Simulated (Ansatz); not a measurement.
BN under pressure

All numbers below come from DFT PBEsol, scalar-relativistic, plane waves, PAW (Ansatz 0.2.0). Run with 420 eV cutoff, 12×12×12 k-mesh, Gaussian smearing of 0.02 eV, no spin polarisation.

The relaxed crystal:

```
CELL_PARAMETERS angstrom
1.25210 0.72290 3.48153
-1.25210 0.72290 3.48153
0.00000 -1.44580 3.48153
ATOMIC_POSITIONS crystal
B 0.99962 0.99962 0.99962
N 0.33281 0.33281 0.33281
```

Cell and atoms are relaxed at each pressure within the symmetry of the start, at zero temperature, so transitions that lower the symmetry aren't seen. The k-mesh given is that at zero pressure and may differ at others. a, b and c are the lengths of the cell vectors above. ΔH is E + PV over the energy at zero pressure. Gaps are Kohn–Sham gaps over the whole zone.

```
P (GPa) V (Å³/atom) V/V0  a (Å) b (Å) c (Å)  α (°)  β (°)  γ (°)  ΔH (eV/atom) space group gap (eV)
      0         9.45  1.000  3.770  3.770  3.770   38.8   38.8   38.8         0.000    R3m (160)      4.20
      1         8.93  0.945  3.598  3.598  3.598   40.7   40.7   40.7         0.057    R3m (160)      4.06
      4         8.24  0.872  3.378  3.378  3.378   43.4   43.4   43.4         0.217    R3m (160)      3.85
     12         7.45  0.788  3.138  3.138  3.138   46.6   46.6   46.6         0.606    R3m (160)      3.57
     25         6.76  0.715  2.936  2.936  2.936   49.6   49.6   49.6         1.180    R3m (160)      3.31
     50         5.27  0.557  2.460  2.460  2.460   60.0   60.0   60.0         1.700  F-43m (216)      4.40
     90         4.94  0.522  2.408  2.408  2.408   60.0   60.0   60.0         2.972  F-43m (216)      4.47
```